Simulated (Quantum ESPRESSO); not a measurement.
**Os under changes of volume**

One of the cells (14.716 Å³/atom); the others are scaled copies at fixed shape and fractional positions:

```
Os
1.0
     0.00000    1.94500    1.94500
     1.94500    0.00000    1.94500
     1.94500    1.94500    0.00000
Os
1
Direct
  0.00000 0.00000 0.00000
```

This isn't the form of Os at room conditions, which is hcp.

```yaml
Program: Quantum ESPRESSO 7.5
Functional: PBE
Potentials_or_basis: SSSP 1.3 efficiency PBE
Cutoff: 748 eV
Density_cutoff: 5987 eV
k_mesh: 12 × 12 × 12
Occupations: fermi-dirac, width 0.05 eV
Spin: no spin polarisation
```

| volume (Å³/atom) | energy over the lowest point (meV/atom) | pressure (GPa) |
| --- | --- | --- |
| 13.833 | 19.46 | 14.1 |
| 14.127 | 1.75 | 4.9 |
| 14.422 | 0.00 | -3.2 |
| 14.716 | ? | ? |
| 15.010 | 37.31 | -16.9 |
| 15.305 | 73.35 | -22.6 |
| 15.599 | 119.24 | -27.6 |

Task: What does the run at 14.716 Å³/atom give?

Result: Energy over the lowest point 12.38 meV/atom; pressure -10.5 GPa.

Worked out: A Birch-Murnaghan fit of order 3 (a polynomial in V^(-2/3)) to the other rows has its minimum at 14.31 Å³/atom with B0 = V·E''(V) = 392 GPa and B' = 4.9. It gives 12.39 meV/atom at 14.716 Å³/atom, against the run's 12.38, and -dE/dV = -10.3 GPa, against -10.5.

Energies are extrapolated to zero smearing.
